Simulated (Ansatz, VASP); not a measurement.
Al2Pt in VASP and in Ansatz

```xyz
3
Lattice="0.0000 2.9746 2.9746 2.9746 0.0000 2.9746 2.9746 2.9746 0.0000" Properties=species:S:1:pos:R:3 pbc="T T T"
Pt    0.0000    0.0000    0.0000
Al    4.4619    4.4619    4.4619
Al    1.4873    1.4873    1.4873
```

Change from the starting cell: volume scaled by 1.02.

Alike in both runs: task single point; functional PBEsol; k mesh 8 × 8 × 8; occupations fermi-dirac, width 0.05 eV; no spin polarisation.

```csv
,VASP,Ansatz
version,VASP 6.6.1,Ansatz 0.2.0
potentials or method,"VASP PAW PBE potentials, release 64 (Pt, Al), cutoff 520 eV","all-electron LAPW, scalar-relativistic"
```

```tsv
	VASP	Ansatz	Ansatz less VASP
gap on the k mesh at the Fermi level (eV)	none	none	-
pressure (GPa)	-3.5	-3.5	+0.08
```

A gap of «none» marks a metal or a gap that the smearing closes. Ansatz ran all-electron here, so the differences hold the error of VASP's frozen core and of both bases.

Caveats: the PAW data sets were made with another functional, which shifts forces and pressure a little (VASP). The runs have no spin-orbit coupling, so splittings on Pt are missing.
